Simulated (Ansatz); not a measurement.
# CdF2 (Fm-3m), a vibration from a frozen displacement

The calculation used Ansatz, DFT PBEsol, scalar-relativistic, plane waves, PAW. Cutoff 420 eV, Γ-centred 8×8×8 k-points, Gaussian smearing of 0.05 eV. No spin polarisation. Energies are free energies at this smearing, counted from the undisturbed cell; pressure is positive in compression.

Reference structure (as given, not relaxed at this level; it stands at -0.2 GPa):

```yaml
crystal:
  lattice:
    - [0.00000, 2.69400, 2.69400]
    - [2.69400, 0.00000, 2.69400]
    - [2.69400, 2.69400, 0.00000]
  atoms:
    - { symbol: Cd, position: [0.00000, 0.00000, 0.00000] }
    - { symbol: F, position: [0.25000, 0.25000, 0.25000] }
    - { symbol: F, position: [0.75000, 0.75000, 0.75000] }
```

Every Cd atom is moved by x along the Cartesian unit vector (0.000, 1.000, 0.000); the cell and all other atoms stay fixed. The cell's volume is 39.10 Å³; the moved atoms weigh 112.414 u together and the others 37.997 u. Some rows repeat others by symmetry and weren't run.

| x (Å) | ΔE (meV/cell) | total force on the moved atoms along the move (eV/Å) | pressure (GPa) |
| --- | --- | --- | --- |
| -0.1000 | 23.80 | 0.4766 | 0.2938 |
| -0.0875 | 18.22 | 0.4168 | 0.1676 |
| -0.0750 | 13.38 | 0.3571 | 0.0582 |
| -0.0625 | 9.29 | 0.2975 | -0.0345 |
| -0.0500 | 5.94 | 0.2379 | -0.1104 |
| -0.0375 | 3.34 | 0.1784 | -0.1694 |
| -0.0250 | 1.49 | 0.1189 | -0.2116 |
| -0.0125 | 0.37 | 0.0595 | -0.2369 |
| 0.0000 | 0.00 | 0.0000 | -0.2453 |
| 0.0125 | 0.37 | -0.0595 | -0.2369 |
| 0.0250 | 1.49 | -0.1189 | -0.2116 |
| 0.0375 | 3.34 | -0.1784 | -0.1694 |
| 0.0500 | 5.94 | -0.2379 | -0.1104 |
| 0.0625 | 9.29 | -0.2975 | -0.0345 |
| 0.0750 | 13.38 | -0.3571 | 0.0582 |
| 0.0875 | 18.22 | -0.4168 | 0.1676 |
| 0.1000 | 23.80 | -0.4766 | 0.2938 |

Task: What frequency belongs to this motion?

Result: The force constant is k = −dF/dx = 4.760 eV/Å², from the parabola through x = -0.0125, 0 and 0.0125. In every cell the moved atoms swing against the rest, so the mass is μ = m₁m₂/(m₁ + m₂) = 28.398 u, and ν̃ = 521.5 cm⁻¹ × √(|k|/μ) = 213 cm⁻¹. To first order in x, and within 1 %, the force on every atom lies along the move and, within each of the two groups, in proportion to the atom's mass, so this is itself a mode at the zone centre of this cell, taken without macroscopic field (the transverse frequency in a polar insulator).

Task: How far does the harmonic law reach?

Result: At x = -0.100 Å, kx²/2 = 23.80 meV against the computed 23.80 meV (-0.0 %): the well is still close to harmonic there.